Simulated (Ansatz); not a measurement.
# ZnS: stress in a strained cell

Aim: deform ZnS (zz strain of -1 %) and compute stress, forces and field gradients with LAPW, PAW and all-electron datasets made for the crystal.

Program: Ansatz 0.2.0. Level of theory: DFT PBEsol, scalar-relativistic. These are calculated values, not measurements.

## (1) The system as given

Symmetry: P6_3mc, No. 186, hexagonal system. The conventional cell has a = 3.811 Å, b = 3.811 Å, c = 6.234 Å, α = 90.00°, β = 90.00°, γ = 120.00°. Zn (site symmetry 3m) has 4 S at 2.31 to 2.40 Å as nearest neighbours. Around S (site symmetry 3m) lie 4 Zn at 2.31 to 2.40 Å.

Structure file:

```xyz
4
Lattice="3.8110 0.0000 0.0000 -1.9055 3.3004 0.0000 0.0000 0.0000 6.2340" Properties=species:S:1:pos:R:3 pbc="T T T"
Zn    0.0000    2.2003    0.0000
Zn    1.9055    1.1001    3.1170
S     0.0000    2.2003    2.4001
S     1.9055    1.1001    5.5171
```

Atoms are numbered in the order of the input: Zn1, Zn2, S3, S4.

## (2) The deformed structure

Space group P6_3mc before, P6_3mc after.

## (3) All-electron LAPW

Contents of input.yaml:

```yaml
crystal:
  lattice:
    - [3.8109987816, 0.0, 0.0]
    - [-1.9054993908, 3.3004217586, 0.0]
    - [0.0, 0.0, 6.17166]
  atoms:
    - { symbol: Zn, position: [0.3333333333, 0.6666666667, 0.0] }
    - { symbol: Zn, position: [0.6666666667, 0.3333333333, 0.5] }
    - { symbol: S, position: [0.3333333333, 0.6666666667, 0.385] }
    - { symbol: S, position: [0.6666666667, 0.3333333333, 0.885] }
kpoints:
  mp_grid: { grid: [8, 8, 5] }
  band_path:
    path:
      - [0.0, 0.0, 0.0]
      - [0.5, 0.0, 0.0]
      - [0.3333333333, 0.3333333333, 0.0]
      - [0.0, 0.0, 0.0]
      - [0.0, 0.0, 0.5]
      - [0.5, 0.0, 0.5]
      - [0.3333333333, 0.3333333333, 0.5]
      - [0.0, 0.0, 0.5]
      - [0.5, 0.0, 0.5]
    npoints: 5
scf:
  occupations: { method: fermi_dirac, width: 0.03 }
hamiltonian:
  xc: pbesol
  pseudopotentials: { kind: all_electron, lapw: { basis_error: 0.001 } }
output:
  forces: true
  stress: true
  eigenvalues: true
```

Started as:

```
$ ansatz run input.yaml --threads 1 --pin off --max-ram 6144MiB --backend cpu --events-out ev --progress --plain --runs-dir out
```

The program printed, cut to the lines that bear on the results:

```text
LAPW: plane waves up to 8.713 Å⁻¹, error target 1.0e-3 eV per atom; small_component_spin mean_spin; S in spheres of 1.027 Å, 14 of its electrons in bands, Dirac shells []; Zn in spheres of 1.285 Å, 20 of its electrons in bands, Dirac shells []
[...]
Pseudopotentials: kind: all_electron
Pseudopotential: Zn, LAPW, valence charge 20, Koelling and Harmon's equation, gaussian nucleus
Pseudopotential: S, LAPW, valence charge 14, Koelling and Harmon's equation, gaussian nucleus
Functional definition: PBEsol
[...]
Crystal: 4 atoms, lattice volume = 77.627 Å³
Basis set: ecut = 289.262931870019 eV, 845 PW (Γ), exchange–correlation at level 2
Bands: 41, of which v1, the nominal top of the filled ones, is band 34 counted from 1 (33 counted from 0)
Symmetry: 12 space group operations
Space group: P63mc (ITA 186), of the structure as read, at distance tolerance 4.3e-5 Å
k-points: 30 of 320 (time reversal used)
[...]
SCF iter   1: F=—  HF=-119364.955072 eV  |F-HF|=—  |Δ(HF+E_count)|=         —  Δρ=3.91e-2  dr2=1.86e0  ethr=2.73e-3  ⟨swp⟩=2.0  Hψ=8324  notcnv=0
[...]
the basis was enlarged: its passes take 289.0 KiB over the memory plan, 1 of 1 planned eigensolver slots
[...]
SCF iter   9: F=-119364.114477 eV  HF=-119364.114477 eV  |F-HF|=4.68e-8  |Δ(HF+E_count)|=   2.31e-7  Δρ=4.41e-6  dr2=2.00e-8  ethr=9.27e-10  ⟨swp⟩=3.0  Hψ=3589  notcnv=0
[...]
NSCF: frozen V_eff on 41 k-points
SCF converged after 9 iterations
Free energy (F): -119364.114477 eV
[...]
E sigma→0 (E₀):  -119364.114477 eV
Fermi energy:    8.548852 eV
[...]
--- Forces (eV/Å), atoms counted from 1 ---
  atom   1  Zn    -0.00000000    -0.00000000     0.26730469
  atom   2  Zn     0.00000000     0.00000000     0.26730469
  atom   3  S     -0.00000000    -0.00000000    -0.26730557
  atom   4  S      0.00000000     0.00000000    -0.26730557
[...]
--- Stress (GPa, compression-positive) ---
       -0.390466       0.000000      -0.000000
        0.000000      -0.390466       0.000000
       -0.000000       0.000000      -1.048180
  P = ⅓ Tr σ = -0.6097 GPa (-6.097 kbar)
--- Band table (eV; the first three rows and the last of 30) ---
[...]
```

It took 28 s on 1 thread of Intel Xeon 6975P-C (Granite Rapids), shared host; peak memory 0.41 GiB.

This run gives: pressure -0.61 GPa; gap 2.14 eV, direct at Γ; largest force 0.267 eV/Å.

## (4) PAW with frozen cores

Contents of input.yaml:

```yaml
crystal:
  lattice:
    - [3.8109987816, 0.0, 0.0]
    - [-1.9054993908, 3.3004217586, 0.0]
    - [0.0, 0.0, 6.17166]
  atoms:
    - { symbol: Zn, position: [0.3333333333, 0.6666666667, 0.0] }
    - { symbol: Zn, position: [0.6666666667, 0.3333333333, 0.5] }
    - { symbol: S, position: [0.3333333333, 0.6666666667, 0.385] }
    - { symbol: S, position: [0.6666666667, 0.3333333333, 0.885] }
kpoints:
  mp_grid: { grid: [8, 8, 5] }
scf:
  occupations: { method: fermi_dirac, width: 0.03 }
hamiltonian:
  xc: pbesol
  pseudopotentials: { kind: paw }
output:
  forces: true
  stress: true
  eigenvalues: true
  efg: { contact_densities: true }
```

Started as:

```
$ ansatz run input.yaml --threads 1 --pin off --max-ram 6144MiB --backend cpu --events-out ev --progress --plain --runs-dir out
```

The program printed:

```text
Engine: ansatz 0.2.0
Pseudopotentials: kind: paw
Pseudopotential: Zn, paw, valence charge 12, recommended cutoff 420 eV (normal)
Pseudopotential: S, paw, valence charge 6, recommended cutoff 420 eV (normal)
[... 1 set-up line as earlier in the session ...]
  exchange = pbesol_x
  correlation = pbesol_c
Crystal: 4 atoms, lattice volume = 77.627 Å³
Basis set: ecut = 420 eV, 1521 PW (Γ), exchange–correlation on 54×54×90 points (8 copies of the dense FFT grid, shifted against one another)
Bands: 22, of which v1, the nominal top of the filled ones, is band 18 counted from 1 (17 counted from 0)
[... 2 set-up lines as earlier in the session ...]
k-points: 30 of 320 (time reversal used)
Non-local potential: Zn, projectors of the file, l = 0: 2, l = 1: 2, l = 2: 3, l = 3: 1
Non-local potential: S, projectors of the file, l = 0: 2, l = 1: 2, l = 2: 2
PAW form: soft (Blöchl's): semilocal exchange-correlation on the pseudo side does not see the compensation charge
PAW frozen core: Zn, regenerated for the run's functional, and the local potential with it (the file was generated under x = pbe(κ = 0.804, μ = 0.2195149727645171), c = pbe(β = 0.06672455060314922))
PAW frozen core: S, regenerated for the run's functional, and the local potential with it (the file was generated under x = pbe(κ = 0.804, μ = 0.2195149727645171), c = pbe(β = 0.06672455060314922))
PAW one-centre angular grid: Zn, 590 points (default); XC on 64 Gauss nodes
PAW one-centre angular grid: S, 110 points (default); XC on 64 Gauss nodes
Initial density: superposition of atomic densities (neutral atoms: chi_scale 0, normalization atom), corrected by the library's trained network
Initial wavefunctions: pseudopotential atomic-orbital guess
Functional: x = pbesol(κ = 0.804, μ = 0.12345679012345678), c = pbesol(β = 0.046)
SCF iter   1: F=—  HF=-8334.859585 eV  |F-HF|=—  |Δ(HF+E_count)|=         —  Δρ=5.40e-3  dr2=2.55e-2  ethr=1.77e-3  ⟨swp⟩=6.1  Hψ=3237  notcnv=0
preconditioner: auto → Resta (q_TF=auto, 2.400 Å⁻¹)  ε∞=6.7  [insulator: Δε(μ)=2.088 eV  Ē_g=10.600 eV  σ=0.030 eV  W_gap=1.00  n_scr=22 (ndim 8)  ℏωp=25.3 eV  f_vac=0.040  D(μ)=0.00/eV (n_scr^D=0)  ε∞_Penn≈6.7]
SCF iter   2: F=—  HF=-8334.853086 eV  |F-HF|=—  |Δ(HF+E_count)|=   6.50e-3  Δρ=2.00e-3  dr2=5.32e-3  ethr=7.07e-5  ⟨swp⟩=2.6  Hψ=1487  notcnv=0
SCF iter   3: F=—  HF=-8334.852107 eV  |F-HF|=—  |Δ(HF+E_count)|=   9.79e-4  Δρ=1.53e-3  dr2=1.21e-3  ethr=1.48e-5  ⟨swp⟩=2.0  Hψ=1278  notcnv=0
SCF iter   4: F=—  HF=-8334.851641 eV  |F-HF|=—  |Δ(HF+E_count)|=   4.66e-4  Δρ=3.84e-4  dr2=1.16e-4  ethr=3.36e-6  ⟨swp⟩=2.1  Hψ=1070  notcnv=0
SCF iter   5: F=—  HF=-8334.851697 eV  |F-HF|=—  |Δ(HF+E_count)|=   5.59e-5  Δρ=8.32e-5  dr2=8.66e-6  ethr=3.22e-7  ⟨swp⟩=3.0  Hψ=1245  notcnv=0
SCF iter   6: F=—  HF=-8334.851673 eV  |F-HF|=—  |Δ(HF+E_count)|=   2.39e-5  Δρ=4.07e-5  dr2=1.10e-6  ethr=2.40e-8  ⟨swp⟩=2.0  Hψ=1200  notcnv=0
SCF iter   7: F=-8334.851674 eV  HF=-8334.851674 eV  |F-HF|=6.86e-8  |Δ(HF+E_count)|=   1.01e-6  Δρ=7.28e-6  dr2=4.96e-8  ethr=2.78e-10  ⟨swp⟩=3.2  Hψ=2981  notcnv=0
SCF 1 converged in 7 iterations: F = -8334.851674 eV  dr2 = 4.96e-8
SCF converged after 7 iterations
Free energy (F): -8334.851674 eV
Harris-Foulkes:  -8334.851674 eV  (|F-HF|=6.86e-8)
Internal energy: -8334.851674 eV  (E = F + TS)
E sigma→0 (E₀):  -8334.851674 eV
Fermi energy:    6.995089 eV
--- Per-component energies (eV) ---
  E_band       = 11.052026
  E_kinetic    = 476.874780
  E_local      = -4069.491538  (includes V_loc(G=0)·N_el)
  E_nonlocal   = 1287.990725
  E_hartree    = 1699.207941
  E_xc         = -463.975218
  E_vxc        = -280.300898  (∫ρ·V_xc dr)
  E_paw        = -4750.373925  (= ΣΔE_a)
  E_vpaw       = -802.445443  (= ΣTr[D̂ρ^β])
  E_aug_tail   = -0.000746  (compensation charges beyond the density's cutoff)
  E_ewald      = -2516.802301
  E_core_change = 1.718608  (= ΣΔE_core)
  E_smearing   = -0.000000  (= −TS)
  E_closure    = -0.000000  (closes the sum)
  Σ components = -8334.851674   (vs F -8334.851674, Δ=0.00e0)
--- Forces (eV/Å), atoms counted from 1 ---
  atom   1  Zn     0.00000000     0.00000000     0.26743308
  atom   2  Zn    -0.00000000    -0.00000000     0.26743308
  atom   3  S      0.00000000     0.00000000    -0.26742123
  atom   4  S     -0.00000000    -0.00000000    -0.26742123
  max |Σ_I F_I| component: 2.37e-5 eV/Å
--- Stress (GPa, compression-positive) ---
       -0.396350       0.000000      -0.000000
        0.000000      -0.396350       0.000000
       -0.000000       0.000000      -1.055726
  P = ⅓ Tr σ = -0.6161 GPa (-6.161 kbar)
--- PAW observables at the nuclei: V_zz in 10²¹ V/m², potentials from the cell's mean, atoms counted from 1 ---
  atom   1  Zn V_zz =    +1.386005   η = 0.0000   by run symmetry: allowed
            electrostatic potential = -3941.633835 V   contact ρ = 166267.813668 e/Å³
  atom   2  Zn V_zz =    +1.386005   η = 0.0000   by run symmetry: allowed
            electrostatic potential = -3941.633835 V   contact ρ = 166267.813668 e/Å³
  atom   3  S  V_zz =    -0.745999   η = 0.0000   by run symmetry: allowed
            electrostatic potential = -1633.015904 V   contact ρ = 19697.938494 e/Å³
  atom   4  S  V_zz =    -0.745999   η = 0.0000   by run symmetry: allowed
            electrostatic potential = -1633.015904 V   contact ρ = 19697.938494 e/Å³
--- Band table (eV; the first three rows and the last of 30) ---
  k-point 0: bands = ["-7.3787", "-6.3929", "-0.5410", "-0.5410", "-0.4743", "-0.4741", "-0.4741", "-0.0570", "-0.0570", "0.0296", "0.0296", "0.1966", "0.5919", "4.9748", "4.9748", "5.8764", "5.8764", "5.9187", "8.0574", "8.7185", "12.0235", "12.0235"]
  k-point 1: bands = ["-7.2982", "-6.5041", "-0.5374", "-0.5374", "-0.4833", "-0.4833", "-0.4818", "-0.1688", "-0.0464", "-0.0464", "0.0236", "0.0236", "1.2927", "5.0544", "5.0544", "5.1249", "5.7829", "5.7829", "8.7271", "8.8319", "12.0756", "12.0756"]
  k-point 2: bands = ["-7.0761", "-6.7749", "-0.5251", "-0.5251", "-0.5045", "-0.5045", "-0.4817", "-0.4088", "-0.0212", "-0.0212", "0.0055", "0.0055", "2.4435", "3.7806", "5.2685", "5.2685", "5.5462", "5.5462", "9.1320", "9.3254", "12.2090", "12.2824"]
  k-point 29: bands = ["-6.1799", "-6.1332", "-0.4178", "-0.3719", "-0.3568", "-0.2870", "-0.1777", "-0.1761", "-0.0441", "-0.0414", "0.2632", "0.3106", "0.9899", "1.1253", "2.6266", "3.1325", "4.3962", "4.6390", "10.2631", "10.6033", "11.8118", "12.2051"]
```

Wall time 5.7 s (1 thread of Intel Xeon 6975P-C (Granite Rapids), shared host); peak memory 0.38 GiB.

In short: pressure -0.62 GPa; gap on the k mesh 2.14 eV; largest force 0.267 eV/Å; Vzz Zn1 1.39 (η = 0.00), S3 -0.75 (η = 0.00) (10²¹ V/m²).

## (5) Datasets made for this crystal

Changes to input.yaml since step 4:

```diff
@@ -16,3 +16,3 @@
   xc: pbesol
-  pseudopotentials: { kind: paw }
+  pseudopotentials: { kind: all_electron, datasets: crystal }
 output:
```

Started as:

```
$ ansatz run input.yaml --threads 1 --pin off --max-ram 6144MiB --backend cpu --events-out ev --progress --plain --runs-dir out
```

The program printed:

```text
hamiltonian.pseudopotentials.datasets: crystal makes datasets for this crystal and solves the spheres of its atoms anew in each pass: cutoff 300.0 eV, the density's 1200.0 eV; for an error of 0.50 meV an atom under PBE, 2.0 meV for the cell; an energy difference from a run of another recipe may be off by several times the error for the cell, under r2SCAN by more, where some 0.1 meV an atom stays at smaller errors; S in spheres of 1.048 Å, 6 of its electrons in bands; Zn in spheres of 1.259 Å, 12 of its electrons in bands, 8 on its site; only band paths and densities of states list, in semicore columns, the levels of the semicore shells that are solved separately: 3s of Zn, 3p of Zn
[... 2 set-up lines as earlier in the session ...]
Pseudopotential: Zn, paw, valence charge 20, recommended cutoff 300 eV (normal), Koelling and Harmon's equation, gaussian nucleus
Pseudopotential: S, paw, valence charge 6, recommended cutoff 300 eV (normal), Koelling and Harmon's equation, gaussian nucleus
[... 3 set-up lines as earlier in the session ...]
Crystal: 4 atoms, lattice volume = 77.627 Å³
Basis set: ecut = 300 eV, 941 PW (Γ), exchange–correlation on 48×48×72 points (8 copies of the dense FFT grid, shifted against one another)
Bands: 22, of which v1, the nominal top of the filled ones, is band 18 counted from 1 (17 counted from 0)
[... 2 set-up lines as earlier in the session ...]
k-points: 30 of 320 (time reversal used)
Non-local potential: Zn, projectors of the file, l = 0: 1, l = 1: 1, l = 2: 2
Non-local potential: S, projectors of the file, l = 0: 1, l = 1: 1, l = 2: 2
[... 1 set-up line as earlier in the session ...]
PAW one-centre angular grid: Zn, 590 points (default); XC on its mesh's 1895 points in the sphere
PAW one-centre angular grid: S, 110 points (default); XC on its mesh's 1899 points in the sphere
Initial density: superposition of atomic densities (neutral atoms: chi_scale 0, normalization atom)
[... 2 set-up lines as earlier in the session ...]
iter 1 solved again at ethr=6.60e-3 eV; its pass at ethr=1.00e-1 eV (dr2=2.38e0 eV) is discarded
SCF iter   1: F=—  HF=-119364.757267 eV  |F-HF|=—  |Δ(HF+E_count)|=         —  Δρ=4.28e-2  dr2=2.26e0  ethr=6.60e-3  ⟨swp⟩=2.6  Hψ=3366  notcnv=0
preconditioner: auto → Resta (q_TF=auto, 2.400 Å⁻¹)  ε∞=7.4  [insulator: Δε(μ)=2.341 eV  Ē_g=10.018 eV  σ=0.030 eV  W_gap=1.00  n_scr=22 (ndim 8)  ℏωp=25.3 eV  f_vac=0.007  D(μ)=0.00/eV (n_scr^D=0)  ε∞_Penn≈7.4]
SCF iter   2: F=—  HF=-119364.238394 eV  |F-HF|=—  |Δ(HF+E_count)|=   5.19e-1  Δρ=2.05e-2  dr2=3.96e-1  ethr=6.29e-3  ⟨swp⟩=3.0  Hψ=1529  notcnv=0  defer=1
SCF iter   3: F=—  HF=-119364.189147 eV  |F-HF|=—  |Δ(HF+E_count)|=   4.92e-2  Δρ=1.26e-2  dr2=1.23e-1  ethr=1.10e-3  ⟨swp⟩=3.4  Hψ=1871  notcnv=0  defer=3
iter 4 solved again at ethr=2.61e-5 eV; its pass at ethr=3.42e-4 eV (dr2=9.41e-3 eV) is discarded
SCF iter   4: F=—  HF=-119364.113471 eV  |F-HF|=—  |Δ(HF+E_count)|=   7.57e-2  Δρ=4.27e-3  dr2=9.41e-3  ethr=2.61e-5  ⟨swp⟩=2.1  Hψ=3395  notcnv=0  defer=3
SCF iter   5: F=—  HF=-119364.113238 eV  |F-HF|=—  |Δ(HF+E_count)|=   2.33e-4  Δρ=1.48e-3  dr2=1.55e-3  ethr=2.61e-5  ⟨swp⟩=2.1  Hψ=1322  notcnv=0  defer=3
SCF iter   6: F=—  HF=-119364.115810 eV  |F-HF|=—  |Δ(HF+E_count)|=   2.57e-3  Δρ=3.38e-4  dr2=1.26e-4  ethr=4.31e-6  ⟨swp⟩=3.1  Hψ=1539  notcnv=0  defer=2
SCF iter   7: F=—  HF=-119364.115867 eV  |F-HF|=—  |Δ(HF+E_count)|=   5.70e-5  Δρ=1.34e-4  dr2=2.39e-5  ethr=3.51e-7  ⟨swp⟩=3.0  Hψ=1336  notcnv=0  defer=1
SCF iter   8: F=—  HF=-119364.115898 eV  |F-HF|=—  |Δ(HF+E_count)|=   3.09e-5  Δρ=3.93e-5  dr2=1.15e-6  ethr=6.63e-8  ⟨swp⟩=3.0  Hψ=1510  notcnv=0  defer=1
SCF iter   9: F=—  HF=-119364.115900 eV  |F-HF|=—  |Δ(HF+E_count)|=   1.68e-6  Δρ=1.07e-5  dr2=1.12e-7  ethr=3.19e-9  ⟨swp⟩=3.0  Hψ=1511  notcnv=0
SCF iter  10: F=-119364.115900 eV  HF=-119364.115900 eV  |F-HF|=1.92e-9  |Δ(HF+E_count)|=   4.76e-8  Δρ=2.90e-6  dr2=7.07e-9  ethr=3.10e-10  ⟨swp⟩=3.0  Hψ=1709  notcnv=0
SCF 1 converged in 10 iterations: F = -119364.115897 eV  dr2 = 7.07e-9
  Residual-converged pass: ⟨swp⟩=3.0  Hψ=1368  notcnv=0  max |occ|·‖R‖ = 6.6e-6 eV (tolerance 6.7e-6 eV)  dr2=7.13e-9  dr2_onsite=9.37e-9  max |Δocc| = 3.9e-21
SCF converged after 10 iterations
Free energy (F): -119364.115897 eV
Harris-Foulkes:  -119364.115897 eV  (|F-HF|=1.92e-9)
Internal energy: -119364.115897 eV  (E = F + TS)
E sigma→0 (E₀):  -119364.115897 eV
Past the cutoff: the bands carry plane waves up to 1.75 times it, of which those up to 1.5 times it add -0.000176 eV an atom, each by itself; the spheres take 0.000230 eV an atom off the energy for waves past 1.75 times it
By the cutoff:   a pressure is off by up to 0.007 GPa (1.2 times the spheres' own share and the shells' term, over an atom's volume, and 0.004 GPa: a bound that held against runs at twice the plane waves)
Past the cutoffs: a stress includes 0.0018 GPa for waves and charges beyond them, in addition to the slope of what the spheres take
In the spheres:  the bands' charges fall short by 2.1e-6 e at most (sound up to 1e-3), those of shells solved beside the bands by 1.5e-8 e (sound up to 5e-4)
Fermi energy:    8.548824 eV
--- Per-component energies (eV) ---
  The terms above E_closure are by the made datasets' own strengths, without shells solved beside the bands.
--- Forces (eV/Å), atoms counted from 1 ---
  atom   1  Zn     0.00000000     0.00000000     0.26733294
  atom   2  Zn    -0.00000000    -0.00000000     0.26733294
  atom   3  S     -0.00000000     0.00000000    -0.26733443
  atom   4  S      0.00000000    -0.00000000    -0.26733443
  max |Σ_I F_I| component: 2.98e-6 eV/Å
--- Stress (GPa, compression-positive) ---
       -0.393784      -0.000000      -0.000000
        0.000000      -0.393784       0.000000
       -0.000000       0.000000      -1.051633
  P = ⅓ Tr σ = -0.6131 GPa (-6.131 kbar)
  It holds what live shells' own plane waves past their cutoff add
--- PAW observables at the nuclei: V_zz in 10²¹ V/m², potentials from the cell's mean, atoms counted from 1 ---
  atom   1  Zn V_zz =    +1.382450   η = 0.0000   by run symmetry: allowed
            electrostatic potential = -3939.952737 V   contact ρ = 166337.639834 e/Å³
  atom   2  Zn V_zz =    +1.382450   η = 0.0000   by run symmetry: allowed
            electrostatic potential = -3939.952737 V   contact ρ = 166337.639834 e/Å³
  atom   3  S  V_zz =    -0.738751   η = 0.0000   by run symmetry: allowed
            electrostatic potential = -1631.531033 V   contact ρ = 19715.870254 e/Å³
  atom   4  S  V_zz =    -0.738751   η = 0.0000   by run symmetry: allowed
            electrostatic potential = -1631.531033 V   contact ρ = 19715.870254 e/Å³
--- Band table (eV; the first three rows and the last of 30) ---
  k-point 0: bands = ["-5.8240", "-4.8390", "1.0119", "1.0119", "1.0787", "1.0788", "1.0788", "1.4956", "1.4956", "1.5822", "1.5822", "1.7501", "2.1465", "6.5276", "6.5276", "7.4283", "7.4283", "7.4708", "9.6129", "10.2738"]
  k-point 1: bands = ["-5.7435", "-4.9500", "1.0156", "1.0156", "1.0696", "1.0696", "1.0712", "1.3848", "1.5061", "1.5061", "1.5762", "1.5762", "2.8469", "6.6071", "6.6071", "6.6774", "7.3349", "7.3349", "10.2823", "10.3872"]
  k-point 2: bands = ["-5.5214", "-5.2204", "1.0278", "1.0278", "1.0484", "1.0484", "1.0715", "1.1446", "1.5313", "1.5313", "1.5581", "1.5581", "3.9971", "5.3337", "6.8211", "6.8211", "7.0985", "7.0985", "10.6875", "10.8809"]
  k-point 29: bands = ["-4.6259", "-4.5793", "1.1352", "1.1811", "1.1962", "1.2661", "1.3754", "1.3770", "1.5085", "1.5112", "1.8164", "1.8638", "2.5443", "2.6796", "4.1810", "4.6866", "5.9499", "6.1926", "11.8173", "12.1576"]
```

Run time: 12 s. Hardware: 1 thread of Intel Xeon 6975P-C (Granite Rapids), shared host; peak memory 0.66 GiB.

Read from it: pressure -0.61 GPa; gap on the k mesh 2.14 eV; largest force 0.267 eV/Å; Vzz Zn1 1.38 (η = 0.00), S3 -0.74 (η = 0.00) (10²¹ V/m²).

## (6) Stress and forces compared

Stress (GPa, compression positive):

| method | xx | yy | zz | yz | xz | xy |
| --- | --- | --- | --- | --- | --- | --- |
| LAPW | -0.39 | -0.39 | -1.05 | 0.00 | 0.00 | 0.00 |
| PAW | -0.40 | -0.40 | -1.06 | 0.00 | 0.00 | 0.00 |
| crystal datasets | -0.39 | -0.39 | -1.05 | 0.00 | 0.00 | 0.00 |

Forces (eV/Å):

| atom | LAPW x | LAPW y | LAPW z | PAW x | PAW y | PAW z | crystal datasets x | crystal datasets y | crystal datasets z |
| --- | --- | --- | --- | --- | --- | --- | --- | --- | --- |
| Zn1 | 0.000 | 0.000 | 0.267 | 0.000 | 0.000 | 0.267 | 0.000 | 0.000 | 0.267 |
| Zn2 | 0.000 | 0.000 | 0.267 | 0.000 | 0.000 | 0.267 | 0.000 | 0.000 | 0.267 |
| S3 | 0.000 | 0.000 | -0.267 | 0.000 | 0.000 | -0.267 | 0.000 | 0.000 | -0.267 |
| S4 | 0.000 | 0.000 | -0.267 | 0.000 | 0.000 | -0.267 | 0.000 | 0.000 | -0.267 |

```
          method  pressure (GPa)  gap on the k mesh (eV)  largest force (eV/Å)  Vzz Zn1 (10²¹ V/m²)  Vzz S3 (10²¹ V/m²)  SCF cycles, all passes
            LAPW           -0.61                    2.14                 0.267                    –                   –                       9
             PAW           -0.62                    2.14                 0.267                 1.39               -0.75                       7
crystal datasets           -0.61                    2.14                 0.267                 1.38               -0.74                      10
```

## (7) What came out

```
                                 quantity                                              value
                                 pressure  LAPW -0.61, PAW -0.62, crystal datasets -0.61 GPa
largest shear or deviatoric stress (LAPW)                                           0.44 GPa
```

In words: The largest part of the stress beyond the pressure is 0.44 GPa in size, in the zz component; the atoms are carried along and not relaxed. No run of the undeformed cell stands beside it, so the pressure holds what the given cell had before the change. PAW: stress within 0.01 GPa of LAPW, forces within 1 meV/Å. Crystal datasets: stress within 0.01 GPa of LAPW, forces within 1 meV/Å.
